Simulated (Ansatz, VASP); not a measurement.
# MgO: VASP beside Ansatz

Contents of POSCAR:

```
MgO
1.0
    2.9389316899      0.0000000000      0.0000000000
   -1.4694658449      2.5451895034      0.0000000000
    0.0000000000      0.0000000000      2.6805107008
Mg O
1 1
Direct
    0.0000000000      0.0000000000      0.0000000000
    0.3333333300      0.6666666700      0.5000000000
```

The input INCAR.step1:

```
ALGO = Normal
EDIFF = 1E-4
ENCUT = 520
GGA = PE
ISMEAR = 0
LASPH = True
LCHARG = False
LREAL = False
LWAVE = True
NBANDS = 11
NELM = 80
PREC = Accurate
SIGMA = 0.02
```

INCAR.step2

```
ALGO = Normal
EDIFF = 1E-7
ENCUT = 520
ISIF = 2
ISMEAR = 0
ISTART = 1
LASPH = True
LCHARG = False
LMIXTAU = True
LREAL = False
LWAVE = False
METAGGA = R2SCAN
NBANDS = 11
NELM = 80
PREC = Accurate
SIGMA = 0.02
```

File KPOINTS:

```
k-points
0
Gamma
  12 12 10
```

Input for Ansatz:

```yaml
crystal:
  lattice:
    - [2.9389316899, 0.0, 0.0]
    - [-1.4694658449, 2.5451895034, 0.0]
    - [0.0, 0.0, 2.6805107008]
  atoms:
    - { symbol: Mg, position: [0.0, 0.0, 0.0] }
    - { symbol: O, position: [0.33333333, 0.66666667, 0.5] }
basis:
  ecutwfc: 500
kpoints:
  mp_grid: { grid: [12, 12, 10] }
hamiltonian:
  xc: r2scan
scf:
  occupations: { method: gaussian, width: 0.02 }
output:
  forces: true
  stress: true
  eigenvalues: true
  populations: true
```

Alike in both runs: task single point; functional r2SCAN; k mesh 12 × 12 × 10; occupations gaussian, width 0.02 eV; no spin polarisation.

|  | VASP | Ansatz |
| --- | --- | --- |
| version | VASP 6.6.1 | Ansatz 0.2.0 |
| potentials or method | VASP PAW PBE potentials, release 64 (Mg, O) | scalar-relativistic, plane waves, PAW |
| plane-wave cutoff (eV) | 520 | 500 |
| valence electrons in the cell | 8 | 16 |

```tsv
	VASP	Ansatz	Ansatz less VASP
gap on the k mesh at the Fermi level (eV)	3.75	3.78	+0.026
least direct gap on the mesh (eV)	4.16	4.18	+0.022
pressure (GPa)	-6.4	-5.3	+1.03
largest component of the traceless stress (GPa)	0.73	0.57	-0.157
```

With one functional, cell and mesh, what is left measures potentials, basis and numerics. The two sets of potentials don't hold the same shells in valence.

Caveats: the PAW data sets were made with another functional, which shifts forces and pressure a little (VASP). A k mesh can miss the band edges.
